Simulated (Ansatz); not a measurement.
An Ansatz input and the part of its output that reports the observables at the nuclei.

The start is a structure deposited in the COD.

```yaml
crystal:
  lattice:
    - [3.798, 0.0, 0.0]
    - [-1.899, 3.2891644836, 0.0]
    - [0.0, 0.0, 6.192]
  atoms:
    - { symbol: Zr, position: [0.0, 0.0, 0.0] }
    - { symbol: Se, position: [0.3333333333, 0.6666666667, 0.25] }
    - { symbol: Se, position: [0.6666666667, 0.3333333333, 0.75] }
kpoints:
  mp_grid: { grid: [8, 8, 5] }
scf:
  occupations: { method: fermi_dirac, width: 0.02 }
hamiltonian:
  xc: pbe
  pseudopotentials: { kind: paw, frozen_core: stored }
output:
  forces: true
  stress: true
  populations: true
  efg: { quadrupole_moments_barn: { Zr: -0.176 } }
relax:
  f_tol: 0.02
  max_steps: 60
```

```sh
ansatz run input.yaml --threads 1 --pin off --max-ram 3072MiB --backend cpu --events-out ev --progress --plain --runs-dir out
```

The run relaxes the ions first, and the block belongs to the relaxed positions.

Of the output, the block on the nuclei alone is shown; the set-up, the SCF iterations, energies, forces and stress are cut. One atom of each set with nearly equal values is shown.

```
--- PAW observables at the nuclei: V_zz in 10²¹ V/m², potentials from the cell's mean, atoms counted from 1 ---
  atom   1  Zr V_zz =    -2.454142   η = 0.0000   by run symmetry: allowed   C_q = +10.4440 MHz
            electrostatic potential = -5921.172054 V   contact ρ = none
  atom   2  Se V_zz =    +0.056269   η = 0.0000   by run symmetry: allowed
            electrostatic potential = -4711.129815 V   contact ρ = none
```

The relaxation (3 steps) took 6.7 s of wall time (6.6 s of CPU time) and 0.47 GiB at its peak, on 1 thread of Intel Xeon 6975P-C (Granite Rapids) (x86_64; 16 cores open to the job, memory cap 3.0 GiB, no GPU), a shared host with a load of 0.1 a core.

Without spin–orbit coupling (the program notes it for Zr) the gradients can shift somewhat, as the gap is small. With a gap of 0.3 eV on this mesh, small gradients can still move by 0.1 × 10²¹ V/m² or more as the k-mesh gets denser.
